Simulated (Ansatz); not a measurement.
**NbN under strain: ¹⁴N nuclear quadrupole resonance**

Cell: an entry of the Crystallography Open Database (COD), relaxed with PBE at fixed cell and then changed (z stretched by 2 %, ions relaxed).

```
CELL_PARAMETERS angstrom
0.00000 2.19450 2.23839
2.19450 0.00000 2.23839
2.19450 2.19450 0.00000
ATOMIC_POSITIONS crystal
Nb 0.50000 0.50000 0.50000
N 0.00000 0.00000 0.00000
```

Sites (sets of like atoms) are named by element and the number of their first atom in this list.

Method: Kohn–Sham DFT in Ansatz, PBE, plane waves and PAW, scalar-relativistic, collinear spin, 420 eV cutoff, Γ-centred 18×18×18 k-points, Fermi–Dirac smearing 0.05 eV. Start moments as typed (μB): 2 on each Nb, none on the rest.

¹⁴N: I = 1, Q = 20.44 mb (year-2017 value). Static lattice, zero field.

Question: The simulated lines lie at 0.269 MHz. What are |C_Q|, η and |V_zz| at N?

Answer: For I = 1 the lines are ν± = (3/4)|C_Q|(1 ± η/3) and ν₀ = |C_Q|η/2. Here |C_Q| = 0.359 MHz, η = 0.00 and |V_zz| = 0.73 × 10²¹ V/m². The calculation gives V_zz positive; the lines don't show the sign. The site has 6 Nb at 2.19–2.24 Å.

An axis of threefold or higher order runs through N, so V_zz lies along it and η is zero.

With no gap above 0.1 eV, as in a metal, the gradients converge slowly in k; expect changes of a tenth or more on a denser mesh. Without spin–orbit coupling (the program notes it for Nb) the gradients can shift somewhat, as the gap is small. The start moments die out, and the run ends without spin.

The relaxation (1 step) took 26 s of wall time (27 s of CPU time) and 0.62 GiB at its peak, on 1 thread of Intel Xeon Platinum 8488C (Sapphire Rapids) (x86_64; 16 cores open to the job, memory cap 3.0 GiB, no GPU), a shared host with a load of 0.5 a core.
